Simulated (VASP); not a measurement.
# Ni (Fm-3m) in VASP: a series of runs

Runs on Ni. Level: PBE. Tasks: single point.

All numbers are computed with VASP 6.6.1; they aren't measurements. Logs are shortened: lines on timing, memory, paths and dates and some standing lists are left out, and cuts for length are marked.

### 1 The structure

It takes space group Fm-3m (No. 225, cubic). The conventional cell has a = 3.524 Å, b = 3.524 Å, c = 3.524 Å, α = 90.00°, β = 90.00°, γ = 90.00°. Around Ni (site symmetry m-3m) lie 12 Ni at 2.49 Å.

### 2 Single point, PBE, collinear spin, ferromagnetic start

Contents of INCAR:

```
ALGO = Fast
EDIFF = 1E-7
ENCUT = 520
GGA = PE
ISIF = 2
ISMEAR = 0
ISPIN = 2
LASPH = T
LCHARG = F
LMAXMIX = 4
LORBIT = 11
LREAL = F
LWAVE = F
MAGMOM = 0.8
NELM = 120
PREC = Accurate
SIGMA = 0.1
```

Contents of KPOINTS:

```
k-points
0
Gamma
  14 14 14
```

Contents of POSCAR:

```
Ni
1.0
    0.0000000000      1.7619350000      1.7619350000
    1.7619350000      0.0000000000      1.7619350000
    1.7619350000      1.7619350000      0.0000000000
Ni
1
Direct
    0.0000000000      0.0000000000      0.0000000000
```

Potentials or basis: VASP PAW PBE potentials, release 64 (Ni).

The run is started by

```
$ cat potpaw_PBE.64/Ni/POTCAR > POTCAR
$ mpirun -np 1 vasp_std > vasp.out
```

OUTCAR:

```text
EDIFF = 1E-7
   ENCUT = 520
   GGA = PE
   ISIF = 2
   ISMEAR = 0
   ISPIN = 2
   LASPH = T
   LORBIT = 11
   LREAL = F
   NELM = 120
   PREC = Accurate

 ion  position               nearest neighbor table
   1  0.000  0.000  0.000-

  LATTYP: Found a face centered cubic cell.
 ALAT       =     3.5238700000

  Lattice vectors:

 A1 = (   0.0000000000,   1.7619350000,   1.7619350000)
 A2 = (   1.7619350000,   0.0000000000,   1.7619350000)
 A3 = (   1.7619350000,   1.7619350000,   0.0000000000)

Analysis of symmetry for initial positions (statically):
=====================================================================
 Subroutine PRICEL returns:
 Original cell was already a primitive cell.

 Routine SETGRP: Setting up the symmetry group for a
 face centered cubic supercell.

 Subroutine GETGRP returns: Found 48 space group operations
 (whereof 48 operations were pure point group operations)
 out of a pool of 48 trial point group operations.

The static configuration has the point symmetry O_h .

Analysis of symmetry for dynamics (positions and initial velocities):
=====================================================================
 Subroutine PRICEL returns:
 Original cell was already a primitive cell.

 Routine SETGRP: Setting up the symmetry group for a
 face centered cubic supercell.

 Subroutine GETGRP returns: Found 48 space group operations
 (whereof 48 operations were pure point group operations)
 out of a pool of 48 trial point group operations.

The dynamic configuration has the point symmetry O_h .

Analysis of structural, dynamic, and magnetic symmetry:
=====================================================================
 Subroutine PRICEL returns:
 Original cell was already a primitive cell.

 Routine SETGRP: Setting up the symmetry group for a
 face centered cubic supercell.

 Subroutine GETGRP returns: Found 48 space group operations
 (whereof 48 operations were pure point group operations)
 out of a pool of 48 trial point group operations.

The overall configuration has the point symmetry O_h .

 Subroutine INISYM returns: Found 48 space group operations
 (whereof 48 operations are pure point group operations),
 and found     1 'primitive' translations

----------------------------------------------------------------------------------------

                                     Primitive cell

  volume of cell :      10.9396

  direct lattice vectors                    reciprocal lattice vectors
     0.000000000  1.761935000  1.761935000    -0.283778914  0.283778914  0.283778914
     1.761935000  0.000000000  1.761935000     0.283778914 -0.283778914  0.283778914
[... 118 lines left out ...]
  volume of cell :       10.94
 maximum number of plane-waves:       306
   NGX =  9   NGY =  9   NGZ =  9

 number of electron      10.0000010 magnetization       0.5930468

 Free energy of the ion-electron system (eV)
  ---------------------------------------------------
  ext. energy  EPLUGINS =         0.00000000
  ---------------------------------------------------
  free energy    TOTEN  =        -5.47157172 eV

  energy without entropy =       -5.46138444  energy(sigma->0) =       -5.46647808

 E-fermi :   9.2971     XC(G=0): -13.2230

 val. band max:        9.2865606864   @ k =   0.3571   0.2143   0.0000
 cond. band min:       9.2971843034   @ k =  -0.4286   0.2857   0.1429
 fundamental gap:      0.0106236170
 Fermi energy:         9.2971314185

 spin component 1

 k-point     1 :       0.0000    0.0000    0.0000
  band No.  band energies     occupation
      1       0.3309      1.00000
      2       6.8972      1.00000
      3       6.8972      1.00000
      4       6.8972      1.00000
      5       8.0642      1.00000
      6       8.0642      1.00000
      7      32.9801      0.00000
      8      36.7978      0.00000
      9      36.7978      0.00000
[... 265 lines left out ...]
 k-point    24 :       0.2857    0.1429    0.0000
  band No.  band energies     occupation
      1       2.9708      1.00000
      2       6.2453      1.00000
      3       7.1414      1.00000
      4       7.3932      1.00000
      5       8.0197      1.00000
      6       8.3901      1.00000
      7      24.7675      0.00000
      8      30.2619      0.00000
      9      31.0152      0.00000

 [... further k-points ...]

 spin component 2

 k-point     1 :       0.0000    0.0000    0.0000
  band No.  band energies     occupation
      1       0.2879      1.00000
      2       7.6176      1.00000
      3       7.6176      1.00000
      4       7.6176      1.00000
      5       8.6194      1.00000
      6       8.6194      1.00000
      7      32.8096      0.00000
      8      36.7723      0.00000
      9      36.7723      0.00000
[... 265 lines left out ...]
 k-point    24 :       0.2857    0.1429    0.0000
  band No.  band energies     occupation
      1       2.9571      1.00000
      2       6.8880      1.00000
      3       7.7346      1.00000
      4       8.0820      1.00000
      5       8.6648      1.00000
      6       9.0085      0.99998
      7      24.8740      0.00000
      8      30.3331      0.00000
      9      30.9697      0.00000

 [... further k-points ...]

------------------------ aborting loop because EDIFF is reached ----------------------------------------

  FORCE on cell =-STRESS in cart. coord.  units (eV):
  Direction    XX          YY          ZZ          XY          YZ          ZX
  --------------------------------------------------------------------------------------
  -------------------------------------------------------------------------------------
  Total       -0.0728902     -0.0728902     -0.0728902      0.0000000      0.0000000     -0.0000000
  in kB      -10.6752944    -10.6752944    -10.6752944      0.0000000      0.0000000     -0.0000000
  external PRESSURE =     -10.6752944 kB  Pullay stress =       0.0000000 kB

 VOLUME and BASIS-vectors are now :
 -----------------------------------------------------------------------------
  energy-cutoff  :      520.00
  volume of cell :       10.94
      direct lattice vectors                 reciprocal lattice vectors
     0.000000000  1.761935000  1.761935000    -0.283778914  0.283778914  0.283778914
     1.761935000  0.000000000  1.761935000     0.283778914 -0.283778914  0.283778914
     1.761935000  1.761935000  0.000000000     0.283778914  0.283778914 -0.283778914

 POSITION                                       TOTAL-FORCE (eV/Angst)
 -----------------------------------------------------------------------------------
      0.00000      0.00000      0.00000         0.000000      0.000000     -0.000000
 -----------------------------------------------------------------------------------
    total drift:                                0.000000      0.000000      0.000000

  FREE ENERGIE OF THE ION-ELECTRON SYSTEM (eV)
  ---------------------------------------------------
  free  energy   TOTEN  =        -5.4715717192 eV

  energy  without entropy=       -5.4613844423  energy(sigma->0) =       -5.46647808

 total charge

# of ion       s       p       d       tot
------------------------------------------
    1        0.494   0.493   8.313   9.300

 magnetization (x)

# of ion       s       p       d       tot
------------------------------------------
    1       -0.008  -0.026   0.640   0.606
```

OSZICAR:

```text
N       E                     dE             d eps       ncg     rms          rms(c)
DAV:   1     0.227367184461E+02    0.22737E+02   -0.48300E+03  3832   0.140E+03
DAV:   2    -0.608966608662E+01   -0.28826E+02   -0.27769E+02  3809   0.164E+02
DAV:   3    -0.649909226251E+01   -0.40943E+00   -0.40902E+00  4403   0.266E+01
DAV:   4    -0.650281282968E+01   -0.37206E-02   -0.37203E-02  4268   0.221E+00
DAV:   5    -0.650290944305E+01   -0.96613E-04   -0.96613E-04  4391   0.306E-01    0.995E+00
RMM:   6    -0.580745816080E+01    0.69545E+00   -0.50031E+00  4347   0.398E+01    0.667E+00
RMM:   7    -0.549246386620E+01    0.31499E+00   -0.83980E-01  4272   0.170E+01    0.211E+00
RMM:   8    -0.547393347612E+01    0.18530E-01   -0.11645E-02  4941   0.131E+00    0.937E-01
RMM:   9    -0.547209259217E+01    0.18409E-02   -0.14813E-03  4740   0.550E-01    0.203E-01
RMM:  10    -0.547157668291E+01    0.51591E-03   -0.40377E-04  4542   0.370E-01    0.542E-02
RMM:  11    -0.547156852374E+01    0.81592E-05   -0.11478E-04  5141   0.107E-01    0.308E-02
RMM:  12    -0.547157206878E+01   -0.35450E-05   -0.15451E-05  4842   0.482E-02    0.114E-02
RMM:  13    -0.547157159804E+01    0.47074E-06   -0.29891E-06  5192   0.169E-02    0.186E-03
RMM:  14    -0.547157177688E+01   -0.17885E-06   -0.36833E-07  3300   0.636E-03    0.133E-03
RMM:  15    -0.547157171917E+01    0.57714E-07   -0.64987E-08  2356   0.306E-03
   1 F= -.54715717E+01 E0= -.54664781E+01  d E =-.101873E-01  mag=     0.5931
```

Wall time 23 s (1 thread of Intel Xeon Platinum 8259CL at 2.50GHz (Skylake/Cascade Lake), shared host); peak memory 0.14 GiB.

Results:

| Property | Result |
| --- | --- |
| Free energy | -5.4716 eV |
| Pressure | -1.1 GPa |
| Band gap on the k mesh | none (metal or under the smearing width) |
| Net moment | 0.59 μB per cell |
| Site moments | Ni +0.61 μB |
| Valence electrons inside the program's atomic spheres | Ni 9.30 |

### 3 Single point, PBE, collinear spin, ferromagnetic start

Edit INCAR of step 2 so:

```diff
@@ -2,3 +2,3 @@
 EDIFF = 1E-7
-ENCUT = 520
+ENCUT = 600
 GGA = PE
```

KPOINTS is that of step 2.

POSCAR is that of step 2.

Potentials or basis: VASP PAW PBE potentials, release 64 (Ni).

The run is started by

```
$ cat potpaw_PBE.64/Ni/POTCAR > POTCAR
$ mpirun -np 1 vasp_std > vasp.out
```

Wall time 24 s (1 thread of Intel Xeon Platinum 8259CL at 2.50GHz (Skylake/Cascade Lake), shared host); peak memory 0.15 GiB.

Results (log left out):

| Quantity | Value |
| --- | --- |
| Free energy | -5.4713 eV |
| Pressure | -1.1 GPa |
| Band gap on the k mesh | none (metal or under the smearing width) |
| Net moment | 0.59 μB per cell |
| Site moments | Ni +0.61 μB |
| Valence electrons inside the program's atomic spheres | Ni 9.30 |

Levels at points of the mesh, in eV from the Fermi level:
Spin up:
```csv
k point,band 2,band 3,band 4,band 5,band 6,band 7,band 8,band 9
"(0.00, 0.00, 0.00)",-2.40,-2.40,-2.40,-1.23,-1.23,23.68,27.50,27.50
"(0.50, 0.00, 0.00)",-2.38,-2.38,-0.58,-0.58,-0.28,5.64,22.17,24.59
"(0.50, 0.50, 0.00)",-4.15,-0.53,-0.45,-0.45,2.45,9.18,14.78,14.78
```
Spin down:
```csv
k point,band 2,band 3,band 4,band 5,band 6,band 7,band 8,band 9
"(0.00, 0.00, 0.00)",-1.68,-1.68,-1.68,-0.68,-0.68,23.51,27.48,27.48
"(0.50, 0.00, 0.00)",-1.79,-1.79,-0.35,0.14,0.14,6.04,22.02,24.66
"(0.50, 0.50, 0.00)",-3.56,0.05,0.37,0.37,2.40,9.41,14.78,14.78
```

(Continued in part 2 of 2.)
